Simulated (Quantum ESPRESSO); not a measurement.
# Cu (Cmcm) in Quantum ESPRESSO: convergence with smearing width

Aim: find how far smearing width must go before the results for Cu settle, at PBE. This setting moves, with any that are tied to it; all else stays.

All numbers are computed with Quantum ESPRESSO 7.5; they aren't measurements. Logs are shortened: lines on timing, memory, paths and dates and some standing lists are left out, and cuts for length are marked.

**1. The structure**

The structure is orthorhombic, space group Cmcm (No. 63). The conventional cell has a = 2.437 Å, b = 7.953 Å, c = 2.475 Å, α = 90.00°, β = 90.00°, γ = 90.00°. Cu (site symmetry m2m) has 10 Cu at 2.44 to 2.54 Å as nearest neighbours.

This isn't the form of Cu at room conditions, which is fcc.

**2. With smearing width 0.5 eV**

The input, pw.in:

```
&CONTROL
  calculation = 'scf'
  prefix = 'pwscf'
  outdir = './tmp'
  pseudo_dir = './pseudo'
  tprnfor = .true.
  tstress = .true.
  disk_io = 'nowf'
/
&SYSTEM
  ibrav = 0
  nat = 2
  ntyp = 1
  ecutwfc = 55
  ecutrho = 440
  nbnd = 18
  occupations = 'smearing'
  smearing = 'gaussian'
  degauss = 0.03674932
/
&ELECTRONS
  conv_thr = 4d-10
  electron_maxstep = 120
  mixing_beta = 0.5
/
ATOMIC_SPECIES
Cu    63.5460 Cu.paw.z_11.ld1.psl.v1.0.0-low.upf
CELL_PARAMETERS angstrom
   1.2184636900   -3.9763780104    0.0000000000
   1.2184636900    3.9763780104    0.0000000000
   0.0000000000    0.0000000000    2.4754955235
ATOMIC_POSITIONS crystal
Cu     0.8661333500    0.1338666500    0.7500000000
Cu     0.1338666500    0.8661333500    0.2500000000
K_POINTS automatic
11 11 11 0 0 0
```

Potentials or basis: SSSP 1.3 efficiency PBE.

Launch:

```sh
> OMP_NUM_THREADS=1 pw.x -in pw.in > pw.out
```

pw.out:

```text
This program is part of the open-source Quantum ESPRESSO suite
     for quantum simulation of materials; please cite
         "P. Giannozzi et al., J. Phys.:Condens. Matter 21 395502 (2009);
         "P. Giannozzi et al., J. Phys.:Condens. Matter 29 465901 (2017);
         "P. Giannozzi et al., J. Chem. Phys. 152 154105 (2020);
     in publications or presentations arising from this work. More details at

     file Cu.paw.z_11.ld1.psl.v1.0.0-low.upf: wavefunction(s)  4S 3D renormalized
     Message from routine setup:
     using ibrav=0 with symmetry is DISCOURAGED, use correct ibrav instead

     G-vector sticks info
     --------------------
     sticks:   dense  smooth     PW     G-vecs:    dense   smooth      PW
     Sum        1217     605    215                25251     8927    1883

     Using Slab Decomposition

     bravais-lattice index     =            0
     lattice parameter (alat)  =       7.8591  a.u.
     unit-cell volume          =     161.8784 (a.u.)^3
     number of atoms/cell      =            2
     number of atomic types    =            1
     number of electrons       =        22.00
     number of Kohn-Sham states=           18
     kinetic-energy cutoff     =      55.0000  Ry
     charge density cutoff     =     440.0000  Ry
     scf convergence threshold =      4.0E-10
     mixing beta               =       0.5000
     number of iterations used =            8  plain     mixing
     Exchange-correlation= SLA  PW   PBX  PBC
                           (   1   4   3   4   0   0   0)

     celldm(1)=   7.859134  celldm(2)=   0.000000  celldm(3)=   0.000000
     celldm(4)=   0.000000  celldm(5)=   0.000000  celldm(6)=   0.000000

     crystal axes: (cart. coord. in units of alat)
               a(1) = (   0.292979  -0.956119   0.000000 )
               a(2) = (   0.292979   0.956119   0.000000 )
               a(3) = (   0.000000   0.000000   0.595232 )

[... 21 lines left out ...]

      8 Sym. Ops., with inversion, found ( 4 have fractional translation)

   Cartesian axes

     site n.     atom                  positions (alat units)
         1        Cu     tau(   1) = (   0.2929792  -0.7001340   0.4464241  )
         2        Cu     tau(   2) = (   0.2929792   0.7001340   0.1488080  )

     number of k points=   216  Gaussian smearing, width (Ry)=  0.0367

     Number of k-points >= 100: set verbosity='high' to print them.

     Dense  grid:    25251 G-vectors     FFT dimensions: (  54,  54,  32)

     Smooth grid:     8927 G-vectors     FFT dimensions: (  40,  40,  24)

     Initial potential from superposition of free atoms

     starting charge      21.9995, renormalised to      22.0000
     Starting wfcs are   18 randomized atomic wfcs

     Self-consistent Calculation

     iteration #  1     ecut=    55.00 Ry     beta= 0.50
     Davidson diagonalization with overlap
     ethr =  1.00E-02,  avg # of iterations =  6.0

     Threshold (ethr) on eigenvalues was too large:
     Diagonalizing with lowered threshold

     Davidson diagonalization with overlap
     ethr =  5.07E-04,  avg # of iterations =  1.3

     total energy              =    -426.12190158 Ry
     estimated scf accuracy    <       0.11351667 Ry
[... 12 lines left out ...]
     total energy              =    -426.17327259 Ry
     estimated scf accuracy    <       0.00033295 Ry

     iteration #  4     ecut=    55.00 Ry     beta= 0.50
     Davidson diagonalization with overlap
     c_bands:  2 eigenvalues not converged
     ethr =  1.51E-06,  avg # of iterations =  7.0

     total energy              =    -426.17340508 Ry
     estimated scf accuracy    <       0.00010459 Ry

     iteration #  5     ecut=    55.00 Ry     beta= 0.50
     Davidson diagonalization with overlap
     ethr =  4.75E-07,  avg # of iterations =  1.1
[... 25 lines left out ...]
     iteration #  9     ecut=    55.00 Ry     beta= 0.50
     Davidson diagonalization with overlap
     ethr =  4.86E-12,  avg # of iterations =  2.7

     End of self-consistent calculation

     Number of k-points >= 100: set verbosity='high' to print the bands.

     the Fermi energy is    12.3918 ev

!    total energy              =    -426.17341073 Ry
     total all-electron energy =     -6619.932943 Ry
     estimated scf accuracy    <          1.6E-10 Ry
     smearing contrib. (-TS)   =      -0.00526903 Ry
     internal energy E=F+TS    =    -426.16814170 Ry

     The total energy is F=E-TS. E is the sum of the following terms:
     one-electron contribution =     -59.88372022 Ry
     hartree contribution      =      62.93941219 Ry
     xc contribution           =     -89.27294017 Ry
     ewald contribution        =    -160.25550054 Ry
     one-center paw contrib.   =    -179.69539296 Ry

     convergence has been achieved in   9 iterations

     Forces acting on atoms (cartesian axes, Ry/au):

     atom    1 type  1   force =     0.00000000   -0.00179600    0.00000000
     atom    2 type  1   force =    -0.00000000    0.00179600    0.00000000

     Total force =     0.002540     Total SCF correction =     0.000002

     Computing stress (Cartesian axis) and pressure

          total   stress  (Ry/bohr**3)                   (kbar)     P=       63.65
   0.00041235   0.00000000   0.00000000           60.66        0.00        0.00
  -0.00000000   0.00042711   0.00000000           -0.00       62.83        0.00
   0.00000000   0.00000000   0.00045859            0.00        0.00       67.46

=------------------------------------------------------------------------------=
   JOB DONE.
=------------------------------------------------------------------------------=
```

It took 88 s on 1 thread of Arm Neoverse V2, shared host; peak memory 0.18 GiB.

Results:

```yaml
Free_energy: -5798.3846 eV
Pressure: 6.4 GPa
Largest_force: 0.046 eV/Å
Band_gap_on_the_k_mesh: none (metal or under the smearing width)
```

**3. With smearing width 0.3 eV**

Changes to pw.in since step 2:

```diff
@@ -18,3 +18,3 @@
   smearing = 'gaussian'
-  degauss = 0.03674932
+  degauss = 0.02204959
 /
```

Potentials or basis: SSSP 1.3 efficiency PBE.

Launch:

```sh
> OMP_NUM_THREADS=1 pw.x -in pw.in > pw.out
```

It took 88 s on 1 thread of Arm Neoverse V2, shared host; peak memory 0.18 GiB.

What came out:

- Free energy: -5798.3619 eV
- Pressure: 6.3 GPa
- Largest force: 0.048 eV/Å
- Band gap on the k mesh: none (metal or under the smearing width)

**4. With smearing width 0.2 eV**

Changes to pw.in since step 3:

```diff
@@ -18,3 +18,3 @@
   smearing = 'gaussian'
-  degauss = 0.02204959
+  degauss = 0.01469973
 /
```

Launch:

```sh
> OMP_NUM_THREADS=1 pw.x -in pw.in > pw.out
```

Wall time 87 s (1 thread of Arm Neoverse V2, shared host); peak memory 0.18 GiB.

What came out:

| Property | Result |
| --- | --- |
| Free energy | -5798.3551 eV |
| Pressure | 6.2 GPa |
| Largest force | 0.049 eV/Å |
| Band gap on the k mesh | none (metal or under the smearing width) |

**5. With smearing width 0.136 eV**

Changes to pw.in since step 4:

```diff
@@ -18,3 +18,3 @@
   smearing = 'gaussian'
-  degauss = 0.01469973
+  degauss = 0.00999582
 /
```

Launch:

```sh
> OMP_NUM_THREADS=1 pw.x -in pw.in > pw.out
```

Wall time 87 s (1 thread of Arm Neoverse V2, shared host); peak memory 0.18 GiB.

What came out:

```yaml
Free_energy: -5798.3523 eV
Pressure: 6.2 GPa
Largest_force: 0.049 eV/Å
Band_gap_on_the_k_mesh: none (metal or under the smearing width)
```

**6. With smearing width 0.1 eV**

Changes to pw.in since step 5:

```diff
@@ -18,3 +18,3 @@
   smearing = 'gaussian'
-  degauss = 0.00999582
+  degauss = 0.00734986
 /
```

Potentials or basis: SSSP 1.3 efficiency PBE.

Launch:

```sh
> OMP_NUM_THREADS=1 pw.x -in pw.in > pw.out
```

Wall time 87 s (1 thread of Arm Neoverse V2, shared host); peak memory 0.18 GiB.

Results (log left out):

| Item | Value |
| --- | --- |
| Free energy | -5798.3513 eV |
| Pressure | 6.2 GPa |
| Largest force | 0.049 eV/Å |
| Band gap on the k mesh | none (metal or under the smearing width) |

**7. With smearing width 0.05 eV**

Changes to pw.in since step 6:

```diff
@@ -18,3 +18,3 @@
   smearing = 'gaussian'
-  degauss = 0.00734986
+  degauss = 0.00367493
 /
```

Launch:

```sh
> OMP_NUM_THREADS=1 pw.x -in pw.in > pw.out
```

It took 86 s on 1 thread of Arm Neoverse V2, shared host; peak memory 0.18 GiB.

The run converged. Its results:

```
Free energy            : -5798.3503 eV
Pressure               : 6.2 GPa
Largest force          : 0.047 eV/Å
Band gap on the k mesh : none (metal or under the smearing width)
```

**8. With smearing width 0.025 eV**

Changes to pw.in since step 7:

```diff
@@ -18,3 +18,3 @@
   smearing = 'gaussian'
-  degauss = 0.00367493
+  degauss = 0.00183747
 /
```

Launch:

```sh
> OMP_NUM_THREADS=1 pw.x -in pw.in > pw.out
```

Wall time 86 s (1 thread of Arm Neoverse V2, shared host); peak memory 0.18 GiB.

It converged, with:

```
Free energy            : -5798.3501 eV
Pressure               : 6.2 GPa
Largest force          : 0.046 eV/Å
Band gap on the k mesh : none (metal or under the smearing width)
```

**9. With smearing width 0.01 eV**

Changes to pw.in since step 8:

```diff
@@ -18,3 +18,3 @@
   smearing = 'gaussian'
-  degauss = 0.00183747
+  degauss = 0.00073499
 /
```

Potentials or basis: SSSP 1.3 efficiency PBE.

Launch:

```sh
> OMP_NUM_THREADS=1 pw.x -in pw.in > pw.out
```

It took 86 s on 1 thread of Arm Neoverse V2, shared host; peak memory 0.18 GiB.

The run converged. Its results:

- Free energy: -5798.3501 eV
- Pressure: 6.2 GPa
- Largest force: 0.046 eV/Å
- Band gap on the k mesh: none (metal or under the smearing width)

**10. Result**

| smearing width | energy less the tightest run, at zero smearing (meV/atom) | pressure (GPa) | largest force (eV/Å) | SCF cycles | CPU time (s) | peak memory (GiB) |
| --- | --- | --- | --- | --- | --- | --- |
| 0.5 eV | 0.61 | 6.36 | 0.046 | 9 | 88 | 0.18 |
| 0.3 eV | 0.31 | 6.26 | 0.048 | 9 | 88 | 0.18 |
| 0.2 eV | 0.11 | 6.22 | 0.049 | 9 | 87 | 0.18 |
| 0.136 eV | 0.02 | 6.20 | 0.049 | 9 | 86 | 0.18 |
| 0.1 eV | 0.00 | 6.18 | 0.049 | 9 | 87 | 0.18 |
| 0.05 eV | -0.02 | 6.17 | 0.047 | 9 | 86 | 0.18 |
| 0.025 eV | -0.02 | 6.19 | 0.046 | 9 | 86 | 0.18 |
| 0.01 eV | 0.00 | 6.21 | 0.046 | 9 | 86 | 0.18 |

Against the tightest run, the energy stays within 1 meV/atom from 0.5 eV on; the pressure stays within 0.1 GPa from 0.3 eV on; the largest force stays within 0.005 eV/Å from 0.5 eV on. Narrower smearing needs a denser k mesh, so at a fixed mesh the narrowest width isn't the most accurate. The tightest run that finished is the yardstick and may itself not be fully converged.
